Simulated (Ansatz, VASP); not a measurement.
**One calculation of GaSb3, two programs**

```xyz
4
Lattice="0.0000 3.7056 3.7056 3.7056 0.0000 3.7056 3.7056 3.7056 0.0000" Properties=species:S:1:pos:R:3 pbc="T T T"
Sb    3.7056    3.7056    3.7056
Sb    5.5583    5.5583    5.5583
Sb    1.8528    1.8528    1.8528
Ga    0.0000    0.0000    0.0000
```

Change from the starting cell: volume scaled by 0.98.

Alike in both runs: task single point; functional PBEsol; k mesh 6 × 6 × 6; occupations fermi-dirac, width 0.05 eV; no spin polarisation.

```csv
,VASP,Ansatz
version,VASP 6.6.1,Ansatz 0.2.0
potentials or method,"VASP PAW PBE potentials, release 64 (Sb, Ga_d)",Ansatz PAW
plane-wave cutoff (eV),520,420
valence electrons in the cell,28,58
```

|  | VASP | Ansatz | Ansatz less VASP |
| --- | --- | --- | --- |
| gap on the k mesh at the Fermi level (eV) | none | none | - |
| pressure (GPa) | -2.6 | -2.6 | +0.02 |

A gap of «none» marks a metal or a gap that the smearing closes. The functional is the same, so the differences come from potentials, cutoffs and numerics. The two sets of potentials don't hold the same shells in valence.

Caveats: the PAW data sets were made with another functional, which shifts forces and pressure a little (VASP); the PAW data sets come from PBE, with cores solved anew for the run's functional, which leaves a small shift of forces and pressure (Ansatz). The runs have no spin-orbit coupling, so splittings on Sb are missing.
